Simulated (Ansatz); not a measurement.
Write the native input for Ansatz 0.2.0 that does the following.

| Property | Result |
| --- | --- |
| Task | Born charges and dielectric tensor |
| Functional | B3LYP |
| Potentials or basis | Ansatz PAW earlier set |
| Cutoff | 800 eV (not typed: the program's choice for these potentials) |
| k mesh | 4 × 4 × 4 |
| Occupations | fixed |
| Spin | no spin polarisation |

Crystal: CsH.

```
Cs H
1.0
     3.81841    0.00000    0.00000
     0.00000    3.81841    0.00000
     0.00000    0.00000    3.81841
Cs H
1 1
Direct
  0.00000 0.00000 0.00000
  0.50000 0.50000 0.50000
```

The cell comes from a database or a generator and needn't be the stable form of this composition.

One way to write it, as run:

input.yaml

```yaml
crystal:
  lattice: { a: 3.81840854, b: 3.81840854, c: 3.81840854, alpha: 90.0, beta: 90.0, gamma: 90.0 }
  space_group: 221
  reduce_to_primitive: true
  atoms:
    - { symbol: Cs, wyckoff: "1a", position: [0.0, 0.0, 0.0] }
    - { symbol: H, wyckoff: "1b", position: [0.5, 0.5, 0.5] }
hamiltonian:
  xc: b3lyp
  pseudopotentials: { kind: paw, source: ansatz }
kpoints:
  mp_grid: { grid: [4, 4, 4] }
scf:
  occupations: { method: fixed }
dielectric:
  method: response
```

Potentials or basis: Ansatz PAW earlier set.

The run is started by

```bash
$ ansatz run input.yaml --threads 1 --pin off --max-ram 2560MiB --backend cpu --events-out ev --progress --plain --runs-dir out
```

It gave:

| Quantity | Value |
| --- | --- |
| Band gap on the k mesh | 4.18 eV, indirect (least direct gap 4.26 eV) |
| Electronic dielectric tensor (diagonal) | 3.22 |
| Born charges (mean of the diagonal) | Cs +1.18; H -1.18 e |

Caveat: spin-orbit coupling is left out, which moves the levels of the heavy elements.

It took 79 s on 1 thread of AMD EPYC 9R45 96-Core Processor (Zen 5), with other jobs on the host, peak memory 2.4 GiB.
